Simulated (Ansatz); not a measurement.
Input and output for BAs (rocksalt type): DFT, PBE, all-electron LAPW, scalar-relativistic (Ansatz 0.2.0).

The cell comes from a relaxation on PAW files under the same functional, begun from a prototype that needn't be the stable phase.

Command: `ansatz run input.yaml --threads 1 --pin off --max-ram 2048MiB --backend cpu --events-out ev --progress --plain --runs-dir out` It took 16 s on 1 thread of Arm Neoverse V2, on a shared host, peak memory 0.34 GiB.

```yaml
crystal:
  lattice:
    - [0.0, 2.3078348217, 2.3078348217]
    - [2.3078348217, 0.0, 2.3078348217]
    - [2.3078348217, 2.3078348217, 0.0]
  atoms:
    - { symbol: B, position: [0.0, 0.0, 0.0] }
    - { symbol: As, position: [0.5, 0.5, 0.5] }
kpoints:
  mp_grid: { grid: [15, 15, 15] }
  band_path:
    path:
      - [0.0, 0.0, 0.0]
      - [0.5, 0.0, 0.5]
      - [0.625, 0.25, 0.625]
      - [0.375, 0.375, 0.75]
      - [0.0, 0.0, 0.0]
      - [0.5, 0.5, 0.5]
      - [0.5, 0.25, 0.75]
      - [0.5, 0.0, 0.5]
    npoints: 14
scf:
  occupations: { method: fermi_dirac, width: 0.08 }
hamiltonian:
  xc: pbe
  pseudopotentials: { kind: all_electron, lapw: { basis_error: 0.001 } }
output:
  forces: true
  stress: true
  eigenvalues: true
  populations: true
  dos: { projected: true, de: 0.2, e_range: [-14, 8] }
```

Output:

```
B: projections on atomic orbitals take those of the free atom 1s2 2s2 2p1, of charge +0.00 (hamiltonian.pseudopotentials.projection_atoms)
As: projections on atomic orbitals take those of the free atom 1s2 2s2 2p6 3s2 3p6 3d10 4s2 4p3, of charge +0.00 (hamiltonian.pseudopotentials.projection_atoms)
LAPW: plane waves up to 8.056 Å⁻¹, error target 1.0e-3 eV per atom; small_component_spin mean_spin; B in spheres of 0.977 Å, 5 of its electrons in bands, Dirac shells []; As in spheres of 1.331 Å, 23 of its electrons in bands, Dirac shells [] (how accurate: hamiltonian.pseudopotentials.lapw.basis_error, Limitations)
Engine: ansatz 0.2.0
Pseudopotentials: kind: all_electron
Pseudopotential: B, LAPW, valence charge 5, lapw/all_electron/scalar/gaussian/B, Koelling and Harmon's equation, gaussian nucleus
Pseudopotential: As, LAPW, valence charge 23, lapw/all_electron/scalar/gaussian/As, Koelling and Harmon's equation, gaussian nucleus
Functional definition: PBE
  parameter kappa = 0.804
  parameter beta = 0.06672455060314922
  exchange = pbe_x(kappa = kappa, mu = beta*pi^2/3)
  correlation = pbe_c(beta = beta)
Crystal: 2 atoms, lattice volume = 24.584 Å³
Basis set: ecut = 247.24033164970533 eV, 229 PW (Γ), exchange–correlation at level 2
Bands: 18, of which v1, the nominal top of the filled ones, is band 14 counted from 1 (13 counted from 0)
Symmetry: 48 space group operations
Space group: Fm-3m (ITA 225), of the structure as read, at distance tolerance 2.9e-5 Å
k-points: 120 of 3375
Non-local potential: B, projectors of the file, none
Non-local potential: As, projectors of the file, none
Initial density: superposition of atomic densities (chi_scale 0.1, normalization cell, long waves kept (reshape's long-wave potential 0.00 eV rms))
Initial wavefunctions: plane waves of lowest kinetic energy (no species holds an atomic orbital)
Functional: x = pbe(κ = 0.804, μ = 0.2195149727645171), c = pbe(β = 0.06672455060314922)
iter 1 solved again at ethr=2.01e-3 eV; its pass at ethr=1.00e-1 eV (dr2=5.64e-1 eV) is discarded
SCF iter   1: F=—  HF=-62198.590252 eV  |F-HF|=—  |Δ(HF+E_count)|=         —  Δρ=4.17e-2  dr2=5.64e-1  ethr=2.01e-3  ⟨swp⟩=2.0  Hψ=14119  notcnv=0
preconditioner: auto → Kerker (q_TF=auto, 2.788 Å⁻¹)  [metal: Δε(μ)=0.064 eV  Ē_g=11.746 eV  σ=0.080 eV  W_gap=0.20  n_scr=14 (ndim 8)  ℏωp=21.2 eV  f_vac=0.000  D(μ)=0.77/eV (n_scr^D=8)]
SCF iter   2: F=—  HF=-62198.391664 eV  |F-HF|=—  |Δ(HF+E_count)|=   1.99e-1  Δρ=1.80e-2  dr2=9.06e-2  ethr=2.01e-3  ⟨swp⟩=2.6  Hψ=6577  notcnv=0
SCF iter   3: F=—  HF=-62198.380900 eV  |F-HF|=—  |Δ(HF+E_count)|=   1.08e-2  Δρ=1.01e-2  dr2=2.70e-2  ethr=3.24e-4  ⟨swp⟩=2.0  Hψ=6387  notcnv=0
iter 4 solved again at ethr=8.82e-6 eV; its pass at ethr=9.63e-5 eV (dr2=2.47e-3 eV) is discarded
SCF iter   4: F=—  HF=-62198.383831 eV  |F-HF|=—  |Δ(HF+E_count)|=   2.93e-3  Δρ=3.17e-3  dr2=2.47e-3  ethr=8.82e-6  ⟨swp⟩=2.0  Hψ=10572  notcnv=0
SCF iter   5: F=—  HF=-62198.382132 eV  |F-HF|=—  |Δ(HF+E_count)|=   1.70e-3  Δρ=8.76e-4  dr2=1.68e-4  ethr=8.82e-6  ⟨swp⟩=2.0  Hψ=6035  notcnv=0
SCF iter   6: F=—  HF=-62198.382252 eV  |F-HF|=—  |Δ(HF+E_count)|=   1.20e-4  Δρ=2.42e-4  dr2=1.48e-5  ethr=6.00e-7  ⟨swp⟩=3.0  Hψ=6414  notcnv=0
SCF iter   7: F=—  HF=-62198.382263 eV  |F-HF|=—  |Δ(HF+E_count)|=   1.04e-5  Δρ=6.63e-5  dr2=1.61e-6  ethr=5.28e-8  ⟨swp⟩=3.0  Hψ=6460  notcnv=0
SCF iter   8: F=-62198.382263 eV  HF=-62198.382263 eV  |F-HF|=1.34e-8  |Δ(HF+E_count)|=   1.34e-7  Δρ=1.62e-5  dr2=5.07e-8  ethr=5.73e-9  ⟨swp⟩=2.0  Hψ=6034  notcnv=0
SCF 1 converged in 8 iterations: F = -62198.382263 eV  dr2 = 5.07e-8
NSCF: frozen V_eff on 99 k-points
SCF converged after 8 iterations
Free energy (F): -62198.382263 eV
Harris-Foulkes:  -62198.382263 eV  (|F-HF|=1.34e-8)
Internal energy: -62198.367678 eV  (E = F + TS)
E sigma→0 (E₀):  -62198.374971 eV
Entropy (-TS):   -0.014585 eV (-7.292 meV/atom)
Fermi energy:    13.481750 eV
--- Per-component energies (eV) ---
  E_band       = -1527.625566
  E_kinetic    = 63567.496833
  E_xc         = -2392.333894
  E_electrostatic = -123373.530617  (all electrons and nuclei)
  E_smearing   = -0.014585  (= −TS)
  E_closure    = 0.000000  (closes the sum)
  E_atoms      = -62188.745975  (free atoms, spherical and without spin; not in F)
  Σ components = -62198.382263   (vs F -62198.382263, Δ=0.00e0)
  Basis errors (estimates in eV, not in F): energy 4.0e-4 per atom: plane waves 3.8e-4 (2.0e-4 summed), levels above the bands 8.4e-45, relativity 2.1e-8, radial functions 2.0e-5, core shells 4.9e-14; eigenvalues (radial functions only) 6.0e-6; not estimated: angular momenta, meshes, grids; target (lapw.basis_error) 1.0e-3; muffin-tin radii B 0.977 Å, As 1.331 Å
--- Forces (eV/Å), atoms counted from 1 ---
  atom   1  B     -0.00000000     0.00000000    -0.00000000
  atom   2  As     0.00000000     0.00000000     0.00000000
  max |Σ_I F_I| component: 8.22e-31 eV/Å
--- Stress (GPa, compression-positive) ---
        0.015367      -0.000000      -0.000000
       -0.000000       0.015367       0.000000
       -0.000000       0.000000       0.015367
  P = ⅓ Tr σ = 0.0154 GPa (0.154 kbar)
--- Band table (eV; the first three rows and the last of 120) ---
  k-point 0: bands = ["-172.1613", "-161.0099", "-115.5346", "-115.5346", "-115.5346", "-22.5734", "-22.5734", "-22.5734", "-22.5718", "-22.5718", "-2.4007", "13.4654", "13.4654", "13.4654", "16.9082", "21.1411", "21.1411", "21.1411"]
  k-point 1: bands = ["-172.1613", "-161.0099", "-115.5347", "-115.5347", "-115.5347", "-22.5733", "-22.5731", "-22.5731", "-22.5718", "-22.5718", "-2.3161", "12.7969", "13.4582", "13.4582", "17.2647", "20.6934", "20.6934", "20.9987"]
  k-point 2: bands = ["-172.1613", "-161.0099", "-115.5347", "-115.5347", "-115.5347", "-22.5733", "-22.5733", "-22.5730", "-22.5706", "-22.5706", "-2.0630", "11.3644", "13.4484", "13.4484", "17.7551", "19.7049", "19.7049", "20.6355"]
  k-point 119: bands = ["-172.1613", "-161.0099", "-115.5347", "-115.5347", "-115.5347", "-22.5792", "-22.5696", "-22.5685", "-22.5665", "-22.5551", "3.1480", "6.3262", "6.9983", "7.7778", "16.2575", "17.9758", "22.4560", "23.4314"]
--- Löwdin populations: 2 sites ---
  site symbol       q [e]
     0      B      5.5662
     1     As     32.3857
  spilling = 0.001266 (of n_electrons = 38.000000)
```

populations.tsv:

```
# site	symbol	l	j	q
# orbitals = lowdin
# n_electrons = 38.000000
# spilling = 0.001266
# projection_atom_B: 1s2 2s2 2p1
# projection_atom_As: 1s2 2s2 2p6 3s2 3p6 3d10 4s2 4p3
0	B	0_1S	-	1.995601
0	B	0_2S	-	1.156066
0	B	1_2P	-	2.414483
1	As	0_1S	-	1.999990
1	As	0_2S	-	1.999508
1	As	0_3S	-	1.989213
1	As	0_4S	-	1.503743
1	As	1_2P	-	5.999989
1	As	1_3P	-	5.996535
1	As	1_4P	-	2.899356
1	As	2_3D	-	9.997391
```

Next run (volume at 0.94 of the series' base cell), as changes to the input before:

```diff
   lattice:
-    - [0.0, 2.3078348217, 2.3078348217]
-    - [2.3078348217, 0.0, 2.3078348217]
-    - [2.3078348217, 2.3078348217, 0.0]
+    - [0.0, 2.2607229325, 2.2607229325]
+    - [2.2607229325, 0.0, 2.2607229325]
+    - [2.2607229325, 2.2607229325, 0.0]
   atoms:
   mp_grid: { grid: [15, 15, 15] }
-  band_path:
-    path:
-      - [0.0, 0.0, 0.0]
-      - [0.5, 0.0, 0.5]
-      - [0.625, 0.25, 0.625]
-      - [0.375, 0.375, 0.75]
-      - [0.0, 0.0, 0.0]
-      - [0.5, 0.5, 0.5]
-      - [0.5, 0.25, 0.75]
-      - [0.5, 0.0, 0.5]
-    npoints: 14
 scf:
   populations: true
-  dos: { projected: true, de: 0.2, e_range: [-14, 8] }
```

Command: `ansatz run input.yaml --threads 1 --pin off --max-ram 2048MiB --backend cpu --events-out ev --progress --plain --runs-dir out` It took 13 s on 1 thread of Arm Neoverse V2, with other jobs on the host, peak memory 0.34 GiB.

Results part of the output:

```
SCF 1 converged in 8 iterations: F = -62198.342020 eV  dr2 = 4.87e-8
SCF converged after 8 iterations
Free energy (F): -62198.342020 eV
Harris-Foulkes:  -62198.342020 eV  (|F-HF|=1.28e-8)
Internal energy: -62198.327158 eV  (E = F + TS)
E sigma→0 (E₀):  -62198.334589 eV
Entropy (-TS):   -0.014862 eV (-7.431 meV/atom)
Fermi energy:    14.654549 eV
--- Per-component energies (eV) ---
  E_band       = -1498.500012
  E_kinetic    = 63571.332479
  E_xc         = -2393.528628
  E_electrostatic = -123376.131009  (all electrons and nuclei)
  E_smearing   = -0.014862  (= −TS)
  E_closure    = 0.000000  (closes the sum)
  E_atoms      = -62188.745975  (free atoms, spherical and without spin; not in F)
  Σ components = -62198.342020   (vs F -62198.342020, Δ=0.00e0)
  Basis errors (estimates in eV, not in F): energy 4.0e-4 per atom: plane waves 3.8e-4 (2.1e-4 summed), levels above the bands 2.1e-46, relativity 1.5e-8, radial functions 2.2e-5, core shells 5.7e-14; eigenvalues (radial functions only) 3.7e-6; not estimated: angular momenta, meshes, grids; target (lapw.basis_error) 1.0e-3; muffin-tin radii B 0.953 Å, As 1.308 Å
--- Forces (eV/Å), atoms counted from 1 ---
  atom   1  B     -0.00000000     0.00000000    -0.00000000
  atom   2  As     0.00000000    -0.00000000     0.00000000
  max |Σ_I F_I| component: 1.84e-30 eV/Å
--- Stress (GPa, compression-positive) ---
        9.215143       0.000000       0.000000
        0.000000       9.215143       0.000000
        0.000000       0.000000       9.215143
  P = ⅓ Tr σ = 9.2151 GPa (92.151 kbar)
--- Band table (eV; the first three rows and the last of 120) ---
  k-point 0: bands = ["-171.0794", "-159.6952", "-114.4537", "-114.4537", "-114.4537", "-21.5001", "-21.5001", "-21.5001", "-21.4986", "-21.4986", "-1.8924", "14.6012", "14.6012", "14.6012", "18.9361", "22.7211", "22.7211", "22.7211"]
  k-point 1: bands = ["-171.0794", "-159.6952", "-114.4537", "-114.4537", "-114.4537", "-21.5000", "-21.4998", "-21.4998", "-21.4985", "-21.4985", "-1.8034", "13.9499", "14.5910", "14.5910", "19.2344", "22.2202", "22.2202", "22.5451"]
  k-point 2: bands = ["-171.0794", "-159.6952", "-114.4537", "-114.4537", "-114.4537", "-21.5003", "-21.5003", "-21.4996", "-21.4968", "-21.4968", "-1.5371", "12.4886", "14.5734", "14.5734", "19.6192", "21.1459", "21.1459", "22.1335"]
  k-point 119: bands = ["-171.0794", "-159.6952", "-114.4538", "-114.4538", "-114.4538", "-21.5084", "-21.4958", "-21.4942", "-21.4915", "-21.4769", "4.1342", "7.1615", "7.6927", "8.5691", "17.5844", "19.4783", "23.7096", "24.7582"]
--- Löwdin populations: 2 sites ---
  site symbol       q [e]
     0      B      5.6050
     1     As     32.3442
  spilling = 0.001337 (of n_electrons = 38.000000)
```

Next run (volume at 0.88 of the series' base cell), as changes to the input before:

```diff
   lattice:
-    - [0.0, 2.2607229325, 2.2607229325]
-    - [2.2607229325, 0.0, 2.2607229325]
-    - [2.2607229325, 2.2607229325, 0.0]
+    - [0.0, 2.2115611183, 2.2115611183]
+    - [2.2115611183, 0.0, 2.2115611183]
+    - [2.2115611183, 2.2115611183, 0.0]
   atoms:
```

Results part of the output:

```
SCF 1 converged in 8 iterations: F = -62198.202434 eV  dr2 = 4.87e-8
SCF converged after 8 iterations
Free energy (F): -62198.202434 eV
Harris-Foulkes:  -62198.202434 eV  (|F-HF|=1.15e-8)
Internal energy: -62198.186810 eV  (E = F + TS)
E sigma→0 (E₀):  -62198.194622 eV
Entropy (-TS):   -0.015624 eV (-7.812 meV/atom)
Fermi energy:    15.976284 eV
--- Per-component energies (eV) ---
  E_band       = -1465.933267
  E_kinetic    = 63575.909972
  E_xc         = -2394.876978
  E_electrostatic = -123379.219804  (all electrons and nuclei)
  E_smearing   = -0.015624  (= −TS)
  E_closure    = 0.000000  (closes the sum)
  E_atoms      = -62188.745975  (free atoms, spherical and without spin; not in F)
  Σ components = -62198.202434   (vs F -62198.202434, Δ=0.00e0)
  Basis errors (estimates in eV, not in F): energy 4.1e-4 per atom: plane waves 3.8e-4 (2.1e-4 summed), levels above the bands 3.0e-48, relativity 1.3e-8, radial functions 2.7e-5, core shells 7.1e-14; eigenvalues (radial functions only) 4.4e-6; not estimated: angular momenta, meshes, grids; target (lapw.basis_error) 1.0e-3; muffin-tin radii B 0.928 Å, As 1.283 Å
--- Forces (eV/Å), atoms counted from 1 ---
  atom   1  B     -0.00000000     0.00000000     0.00000000
  atom   2  As     0.00000000    -0.00000000    -0.00000000
  max |Σ_I F_I| component: 8.14e-31 eV/Å
--- Stress (GPa, compression-positive) ---
       21.766111       0.000000      -0.000000
        0.000000      21.766111      -0.000000
       -0.000000      -0.000000      21.766111
  P = ⅓ Tr σ = 21.7661 GPa (217.661 kbar)
--- Band table (eV; the first three rows and the last of 120) ---
  k-point 0: bands = ["-169.8726", "-158.2160", "-113.2481", "-113.2481", "-113.2481", "-20.3041", "-20.3041", "-20.3041", "-20.3024", "-20.3024", "-1.3203", "15.8813", "15.8813", "15.8813", "21.2440", "24.5004", "24.5004", "24.5004"]
  k-point 1: bands = ["-169.8726", "-158.2160", "-113.2481", "-113.2481", "-113.2481", "-20.3039", "-20.3037", "-20.3037", "-20.3023", "-20.3023", "-1.2266", "15.2360", "15.8672", "15.8672", "21.4833", "23.9336", "23.9336", "24.2322"]
  k-point 2: bands = ["-169.8726", "-158.2160", "-113.2481", "-113.2481", "-113.2481", "-20.3046", "-20.3046", "-20.3035", "-20.2999", "-20.2999", "-0.9460", "13.7379", "15.8405", "15.8405", "21.7281", "22.7639", "22.7639", "23.7590"]
  k-point 119: bands = ["-169.8726", "-158.2160", "-113.2482", "-113.2482", "-113.2482", "-20.3156", "-20.2990", "-20.2968", "-20.2932", "-20.2741", "5.2354", "8.0945", "8.4770", "9.4760", "19.0851", "21.1748", "25.1120", "26.2281"]
--- Löwdin populations: 2 sites ---
  site symbol       q [e]
     0      B      5.6496
     1     As     32.2966
  spilling = 0.001414 (of n_electrons = 38.000000)
```

Next run (volume at 0.8 of the series' base cell), as changes to the input before:

```diff
   lattice:
-    - [0.0, 2.2115611183, 2.2115611183]
-    - [2.2115611183, 0.0, 2.2115611183]
-    - [2.2115611183, 2.2115611183, 0.0]
+    - [0.0, 2.1424040676, 2.1424040676]
+    - [2.1424040676, 0.0, 2.1424040676]
+    - [2.1424040676, 2.1424040676, 0.0]
   atoms:
```

Command: `ansatz run input.yaml --threads 1 --pin off --max-ram 2048MiB --backend cpu --events-out ev --progress --plain --runs-dir out` It took 13 s on 1 thread of Arm Neoverse V2, on a shared host, peak memory 0.34 GiB.

Results part of the output:

```
SCF 1 converged in 7 iterations: F = -62197.797256 eV  dr2 = 2.77e-9
SCF converged after 7 iterations
Free energy (F): -62197.797256 eV
Harris-Foulkes:  -62197.797256 eV  (|F-HF|=3.22e-9)
Internal energy: -62197.781265 eV  (E = F + TS)
E sigma→0 (E₀):  -62197.789261 eV
Entropy (-TS):   -0.015991 eV (-7.995 meV/atom)
Fermi energy:    18.013825 eV
--- Per-component energies (eV) ---
  E_band       = -1415.960097
  E_kinetic    = 63583.449741
  E_xc         = -2396.965261
  E_electrostatic = -123384.265745  (all electrons and nuclei)
  E_smearing   = -0.015991  (= −TS)
  E_closure    = 0.000000  (closes the sum)
  E_atoms      = -62188.745975  (free atoms, spherical and without spin; not in F)
  Σ components = -62197.797256   (vs F -62197.797256, Δ=0.00e0)
  Basis errors (estimates in eV, not in F): energy 4.2e-4 per atom: plane waves 3.9e-4 (2.1e-4 summed), levels above the bands 2.8e-51, relativity 7.4e-9, radial functions 3.3e-5, core shells 1.1e-13; eigenvalues (radial functions only) 4.5e-6; not estimated: angular momenta, meshes, grids; target (lapw.basis_error) 1.0e-3; muffin-tin radii B 0.894 Å, As 1.248 Å
--- Forces (eV/Å), atoms counted from 1 ---
  atom   1  B     -0.00000000     0.00000000     0.00000000
  atom   2  As     0.00000000    -0.00000000    -0.00000000
  max |Σ_I F_I| component: 3.12e-31 eV/Å
--- Stress (GPa, compression-positive) ---
       45.976728      -0.000000       0.000000
       -0.000000      45.976728       0.000000
        0.000000       0.000000      45.976728
  P = ⅓ Tr σ = 45.9767 GPa (459.767 kbar)
--- Band table (eV; the first three rows and the last of 120) ---
  k-point 0: bands = ["-168.0258", "-155.9360", "-111.4033", "-111.4033", "-111.4033", "-18.4761", "-18.4761", "-18.4761", "-18.4738", "-18.4738", "-0.4321", "17.8644", "17.8644", "17.8644", "24.8614", "27.0606", "27.0606", "27.0606"]
  k-point 1: bands = ["-168.0258", "-155.9360", "-111.4034", "-111.4033", "-111.4033", "-18.4759", "-18.4756", "-18.4756", "-18.4736", "-18.4736", "-0.3315", "17.2120", "17.8441", "17.8441", "25.0019", "26.5633", "26.5633", "26.5978"]
  k-point 2: bands = ["-168.0258", "-155.9360", "-111.4034", "-111.4034", "-111.4034", "-18.4769", "-18.4769", "-18.4754", "-18.4702", "-18.4702", "-0.0299", "15.6478", "17.8020", "17.8020", "24.9513", "25.2591", "25.2591", "26.1453"]
  k-point 119: bands = ["-168.0258", "-155.9360", "-111.4037", "-111.4036", "-111.4035", "-18.4936", "-18.4694", "-18.4662", "-18.4610", "-18.4335", "6.9229", "9.5238", "9.6966", "10.9150", "21.4214", "23.8084", "27.2717", "28.4732"]
--- Löwdin populations: 2 sites ---
  site symbol       q [e]
     0      B      5.7197
     1     As     32.2224
  spilling = 0.001522 (of n_electrons = 38.000000)
```

Next run (volume at 0.72 of the series' base cell), as changes to the input before:

```diff
   lattice:
-    - [0.0, 2.1424040676, 2.1424040676]
-    - [2.1424040676, 0.0, 2.1424040676]
-    - [2.1424040676, 2.1424040676, 0.0]
+    - [0.0, 2.0684683848, 2.0684683848]
+    - [2.0684683848, 0.0, 2.0684683848]
+    - [2.0684683848, 2.0684683848, 0.0]
   atoms:
```

Command: `ansatz run input.yaml --threads 1 --pin off --max-ram 2048MiB --backend cpu --events-out ev --progress --plain --runs-dir out` It took 13 s on 1 thread of Arm Neoverse V2, on a shared host, peak memory 0.34 GiB.

Results part of the output:

```
SCF 1 converged in 7 iterations: F = -62197.019144 eV  dr2 = 2.31e-9
SCF converged after 7 iterations
Free energy (F): -62197.019144 eV
Harris-Foulkes:  -62197.019144 eV  (|F-HF|=4.44e-10)
Internal energy: -62197.005167 eV  (E = F + TS)
E sigma→0 (E₀):  -62197.012155 eV
Entropy (-TS):   -0.013977 eV (-6.989 meV/atom)
Fermi energy:    20.472889 eV
--- Per-component energies (eV) ---
  E_band       = -1356.349420
  E_kinetic    = 63593.296107
  E_xc         = -2399.480912
  E_electrostatic = -123390.820362  (all electrons and nuclei)
  E_smearing   = -0.013977  (= −TS)
  E_closure    = 0.000000  (closes the sum)
  E_atoms      = -62188.745975  (free atoms, spherical and without spin; not in F)
  Σ components = -62197.019144   (vs F -62197.019144, Δ=0.00e0)
  Basis errors (estimates in eV, not in F): energy 4.4e-4 per atom: plane waves 3.9e-4 (2.2e-4 summed), levels above the bands 5.2e-53, relativity 8.4e-9, radial functions 4.1e-5, core shells 2.4e-13; eigenvalues (radial functions only) 3.7e-6; not estimated: angular momenta, meshes, grids; target (lapw.basis_error) 1.0e-3; muffin-tin radii B 0.859 Å, As 1.209 Å
--- Forces (eV/Å), atoms counted from 1 ---
  atom   1  B     -0.00000000     0.00000000    -0.00000000
  atom   2  As     0.00000000    -0.00000000    -0.00000000
  max |Σ_I F_I| component: 3.94e-31 eV/Å
--- Stress (GPa, compression-positive) ---
       83.691548       0.000000       0.000000
        0.000000      83.691548      -0.000000
        0.000000      -0.000000      83.691548
  P = ⅓ Tr σ = 83.6915 GPa (836.915 kbar)
--- Band table (eV; the first three rows and the last of 120) ---
  k-point 0: bands = ["-165.8270", "-153.2214", "-109.2074", "-109.2074", "-109.2074", "-16.3039", "-16.3039", "-16.3039", "-16.2998", "-16.2998", "0.6455", "20.2512", "20.2512", "20.2512", "29.2763", "29.5707", "29.5707", "29.5707"]
  k-point 1: bands = ["-165.8270", "-153.2214", "-109.2074", "-109.2074", "-109.2074", "-16.3037", "-16.3030", "-16.3030", "-16.2996", "-16.2996", "0.7541", "19.5753", "20.2230", "20.2230", "29.0649", "29.3304", "29.5775", "29.5775"]
  k-point 2: bands = ["-165.8270", "-153.2214", "-109.2075", "-109.2074", "-109.2074", "-16.3048", "-16.3048", "-16.3031", "-16.2950", "-16.2950", "1.0796", "17.9208", "20.1613", "20.1613", "28.2447", "28.2447", "28.3846", "29.1747"]
  k-point 119: bands = ["-165.8270", "-153.2214", "-109.2080", "-109.2080", "-109.2078", "-16.3304", "-16.2944", "-16.2902", "-16.2827", "-16.2417", "8.9292", "11.1739", "11.2265", "12.7020", "24.2520", "26.9865", "29.8621", "31.1433"]
--- Löwdin populations: 2 sites ---
  site symbol       q [e]
     0      B      5.8026
     1     As     32.1352
  spilling = 0.001637 (of n_electrons = 38.000000)
```
